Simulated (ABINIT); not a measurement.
# Zn (P6_3/mmc) in ABINIT: notebook, part 2 of 2

ABINIT 10.8.3 (patched build). The steps go on from the part before.

## 3. Single point, AM05

Contents of run.abi:

```
# Pseudopotentials
pp_dirpath "./"
pseudos "Zn.GGA_PBE-JTH.xml"

# Structure
acell 3*1.0 Angstrom
rprim
     2.6700000000     0.0000000000     0.0000000000
    -1.3350000000     2.3122878281     0.0000000000
     0.0000000000     0.0000000000     4.9660000000
ntypat 1
znucl 30
natom 2
typat 1 1
xred
     0.6666666667     0.3333333333     0.7500000000
     0.3333333333     0.6666666667     0.2500000000

# Plane-wave basis
ecut 26.0
pawecutdg 48.0
pawxcdev 0

# k points
kptopt 1
ngkpt 11 11 6
nshiftk 1
shiftk 0.0 0.0 0.0

# Exchange and correlation
ixc -120135

# Bands and occupations
nband 16
occopt 3
tsmear 0.00183747

# SCF cycle
nstep 100
tolvrs 1.0e-9

# Output
iomode 3
prtwf 0
prtden 0
prteig 0
prtebands 0
enunit 2
```

Potentials or basis: JTH PAW PBE v2.0.

Command:

```console
$ abinit run.abi > log 2>&1
```

run.abo:

```text
.Version 10.8.3 of ABINIT
 Symmetries : space group P6_3/m m c (#194); Bravais hP (primitive hexag.)
================================================================================
 Values of the parameters that define the memory need of the present run
     intxc =       0    ionmov =       0      iscf =      17    lmnmax =      18
     lnmax =       6     mgfft =      45  mpssoang =       3    mqgrid =    3001
     natom =       2  nloc_mem =       2    nspden =       1   nspinor =       1
    nsppol =       1      nsym =      24    n1xccc =       1    ntypat =       1
    occopt =       3   xclevel =       2
       mpw =        1324          nfft =       25920          nkpt =          64
 PAW method is used; the additional fine FFT grid is defined by:
   mgfftf=        60    nfftf =     61440
================================================================================
================================================================================

--------------------------------------------------------------------------------
------------- Echo of variables that govern the present computation ------------
[... 259 lines left out ...]
- sigma(2 2)=  5.67544720E+00  sigma(3 1)=  0.00000000E+00
- sigma(3 3)=  6.14930325E+00  sigma(2 1)=  0.00000000E+00

== END DATASET(S) ==============================================================
================================================================================

 -outvars: echo values of variables after computation  --------
            acell      1.8897261259E+00  1.8897261259E+00  1.8897261259E+00 Bohr
           etotal     -1.2859865512E+02
            fcart     -0.0000000000E+00 -0.0000000000E+00 -0.0000000000E+00
                      -0.0000000000E+00 -0.0000000000E+00 -0.0000000000E+00
            rprim      2.6700000000E+00  0.0000000000E+00  0.0000000000E+00
                      -1.3350000000E+00  2.3122878281E+00  0.0000000000E+00
                       0.0000000000E+00  0.0000000000E+00  4.9660000000E+00
           strten      1.9290452940E-04  1.9290452943E-04  2.0901056931E-04
                       0.0000000000E+00  0.0000000000E+00  0.0000000000E+00
           xangst      1.3350000000E+00  7.7076260937E-01  3.7245000000E+00
                      -3.2892816734E-16  1.5415252187E+00  1.2415000000E+00
             xred      6.6666666667E-01  3.3333333333E-01  7.5000000000E-01
                       3.3333333333E-01  6.6666666667E-01  2.5000000000E-01
 Calculation completed.
```

Wall time 1.7 min (1 thread of Arm Neoverse V1, shared host); peak memory 0.13 GiB.

Results:

```
Free energy                                           : -3499.3477 eV
Pressure                                              : -5.8 GPa
Band gap on the k mesh                                : none (metal or under the smearing width)
Valence electrons inside the program's atomic spheres : Zn 10.74 (radii [1.2212] Å)
```

Caveat: the PAW data sets were made with another functional, which shifts forces and pressure a little.

## 4. Single point, r2SCAN

run.abi, as its differences from that of step 3:

```diff
@@ -21,3 +21,2 @@
 pawecutdg 48.0
-pawxcdev 0
 
@@ -30,3 +29,5 @@
 # Exchange and correlation
-ixc -120135
+ixc -497498
+usekden 1
+pawxcdev 0
 
@@ -39,3 +40,3 @@
 nstep 100
-tolvrs 1.0e-9
+tolvrs 1.0e-7
```

Potentials or basis: JTH PAW PBE v2.0.

Command:

```console
$ abinit run.abi > log 2>&1
```

run.abo:

```text
.Version 10.8.3 of ABINIT
 Symmetries : space group P6_3/m m c (#194); Bravais hP (primitive hexag.)
================================================================================
 Values of the parameters that define the memory need of the present run
     intxc =       0    ionmov =       0      iscf =      17    lmnmax =      18
     lnmax =       6     mgfft =      45  mpssoang =       3    mqgrid =    3001
     natom =       2  nloc_mem =       2    nspden =       1   nspinor =       1
    nsppol =       1      nsym =      24    n1xccc =       1    ntypat =       1
    occopt =       3   xclevel =       2
       mpw =        1324          nfft =       25920          nkpt =          64
 PAW method is used; the additional fine FFT grid is defined by:
   mgfftf=        60    nfftf =     61440
================================================================================
================================================================================

--------------------------------------------------------------------------------
------------- Echo of variables that govern the present computation ------------
--------------------------------------------------------------------------------
 -outvars: echo values of preprocessed input variables --------
            acell      1.8897261259E+00  1.8897261259E+00  1.8897261259E+00 Bohr
              amu      6.53900000E+01
             ecut      2.60000000E+01 Hartree
           enunit           2
                       outvar_i_n : Printing only first  50 k-points.
              ixc     -497498
                       outvar_i_n : Printing only first  50 k-points.
         kptrlatt       11    0    0      0   11    0      0    0    6
          kptrlen      5.55012563E+01
[... 225 lines left out ...]
total_energy_dc     : -1.15365267354089E+02
total_energy_dc_eV  : -3.13924884934298E+03
...

--- !EnergyTermsWithPAWCore
iteration_state     : {dtset: 1, }
comment             : 'Components of total free energy, including PAW core contributions'
Total energy        : -3.59260551995700E+03
Total energy DC     : -3.59260540130413E+03
Total energy (eV)   : -9.77597764329933E+04
Total energy DC (eV): -9.77597732042843E+04
...

 Cartesian components of stress tensor (hartree/bohr^3)
  sigma(1 1)=  1.63539985E-04  sigma(3 2)=  0.00000000E+00
  sigma(2 2)=  1.63539985E-04  sigma(3 1)=  0.00000000E+00
  sigma(3 3)=  1.51944982E-04  sigma(2 1)=  0.00000000E+00

-Cartesian components of stress tensor (GPa)         [Pressure= -4.6978E+00 GPa]
- sigma(1 1)=  4.81151247E+00  sigma(3 2)=  0.00000000E+00
- sigma(2 2)=  4.81151247E+00  sigma(3 1)=  0.00000000E+00
- sigma(3 3)=  4.47037571E+00  sigma(2 1)=  0.00000000E+00

== END DATASET(S) ==============================================================
================================================================================

 -outvars: echo values of variables after computation  --------
            acell      1.8897261259E+00  1.8897261259E+00  1.8897261259E+00 Bohr
           etotal     -1.1536526735E+02
            fcart      7.4713149193E-28  4.3135656798E-28 -0.0000000000E+00
                      -7.4713149193E-28 -4.3135656798E-28 -0.0000000000E+00
            rprim      2.6700000000E+00  0.0000000000E+00  0.0000000000E+00
                      -1.3350000000E+00  2.3122878281E+00  0.0000000000E+00
                       0.0000000000E+00  0.0000000000E+00  4.9660000000E+00
           strten      1.6353998487E-04  1.6353998490E-04  1.5194498204E-04
                       0.0000000000E+00  0.0000000000E+00  0.0000000000E+00
           xangst      1.3350000000E+00  7.7076260937E-01  3.7245000000E+00
                      -3.2892816734E-16  1.5415252187E+00  1.2415000000E+00
             xred      6.6666666667E-01  3.3333333333E-01  7.5000000000E-01
                       3.3333333333E-01  6.6666666667E-01  2.5000000000E-01
 Calculation completed.
```

Run time: 3.2 min. Hardware: 1 thread of Arm Neoverse V1, shared host; peak memory 0.15 GiB.

Results:

- Free energy: -3139.2488 eV
- Pressure: -4.7 GPa
- Band gap on the k mesh: none (metal or under the smearing width)
- Valence electrons inside the program's atomic spheres: Zn 10.74 (radii [1.2212] Å)

Caveat: totals of a meta-GGA on PAW files have another zero than those of a GGA; the PAW data sets were made with another functional, which shifts forces and pressure a little.

## 5. Single point, SCAN

run.abi, as its differences from that of step 4:

```diff
@@ -29,3 +29,3 @@
 # Exchange and correlation
-ixc -497498
+ixc -263267
 usekden 1
```

Command:

```console
$ abinit run.abi > log 2>&1
```

It took 4.6 min on 1 thread of Arm Neoverse V1, shared host; peak memory 0.15 GiB.

The run converged. Its results:

| Property | Result |
| --- | --- |
| Free energy | -3153.8069 eV |
| Pressure | -6.3 GPa |
| Band gap on the k mesh | none (metal or under the smearing width) |
| Valence electrons inside the program's atomic spheres | Zn 10.74 (radii [1.2212] Å) |

Stress tensor (GPa, compression positive):
```
-6.95  0.00  0.00
 0.00 -6.95  0.00
 0.00  0.00 -4.96
```

Levels at points of the mesh, in eV from the Fermi level:
| k point | band 9 | band 10 | band 11 | band 12 | band 13 | band 14 | band 15 | band 16 |
| --- | --- | --- | --- | --- | --- | --- | --- | --- |
| (0.00, 0.00, 0.00) | -7.33 | -7.13 | -7.13 | -3.58 | -3.07 | 14.22 | 17.96 | 18.46 |
| (0.00, 0.00, 0.50) | -7.21 | -7.21 | -7.21 | -7.21 | 4.90 | 4.90 | 19.86 | 19.86 |

Caveat: totals of a meta-GGA on PAW files have another zero than those of a GGA; the PAW data sets were made with another functional, which shifts forces and pressure a little.

## 6. Summary

```tsv
level	gap on the mesh (eV)	pressure (GPa)
BLYP	none	5.2
AM05	none	-5.8
r2SCAN	none	-4.7
SCAN	none	-6.3
```

Alike in all rows: task single point; potentials or basis JTH PAW PBE v2.0; no spin polarisation; cell as given; k mesh 11 × 11 × 6; cutoff (eV) 707; smearing fermi-dirac 0.05 eV.

Every run on the cell as given and a fine mesh finds a metal. The pressure there spans -6.3 GPa (SCAN) to 5.2 GPa (BLYP); a positive pressure means that this level wants a larger cell, a negative one a smaller.

Caveats: the PAW data sets were made with another functional, which shifts forces and pressure a little; totals of a meta-GGA on PAW files have another zero than those of a GGA (some runs).

Absolute energies hang on the potentials; compare differences alone.
